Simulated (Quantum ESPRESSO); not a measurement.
Crystal: CoO.

```
Co O
1.0
     0.00000    2.13150    2.13150
     2.13150    0.00000    2.13150
     2.13150    2.13150    0.00000
Co O
1 1
Direct
  0.00000 0.00000 0.00000
  0.50000 0.50000 0.50000
```

| Quantity | Value |
| --- | --- |
| Program | Quantum ESPRESSO 7.5 |
| Task | single point |
| Functional | PBE |
| Potentials or basis | SSSP 1.3 efficiency PBE |
| Cutoff | 748 eV |
| Density cutoff | 5987 eV |
| k mesh | 11 × 11 × 11 |
| Occupations | fermi-dirac, width 0.05 eV |
| Spin | collinear spin, ferromagnetic start |
| Starting moments | [2.0, 0.0] μB |

On this cell: pressure -1.9 GPa; largest force zero by symmetry; net moment 2.99 μB per cell; site moments Co +2.55; O +0.34 μB; band gap on the k mesh none (metal or under the smearing width).

The same run follows on a disturbed copy (atoms moved at random, drawn with an rms of 0.05 Å):

```xyz
2
Lattice="0.0000 2.1315 2.1315 2.1315 0.0000 2.1315 2.1315 2.1315 0.0000" Properties=species:S:1:pos:R:3 pbc="T T T"
Co    0.0498    0.0164    0.0019
O     2.1581    2.1154    2.1619
```

Problem. What does the disturbed cell give?

Solution. The energy (extrapolated to zero smearing) moves by +0.2 meV/atom; pressure -1.7 GPa; largest force 0.021 eV/Å; net moment 2.99 μB per cell; site moments Co +2.54; O +0.34 μB; band gap on the k mesh none (metal or under the smearing width).

Forces in eV/Å, atoms in the order of the input:
```
Co  -0.009 -0.014  0.012
O    0.009  0.014 -0.012
```

Stress tensor (GPa, compression positive):
```
-1.81 -0.07  0.06
-0.07 -1.64  0.09
 0.06  0.09 -1.72
```

Caveats: a cell with one magnetic atom can't hold antiferromagnetic order, which such compounds often take; semilocal functionals often make such compounds metallic where correlation or magnetic order opens a gap, which also shifts bond lengths.
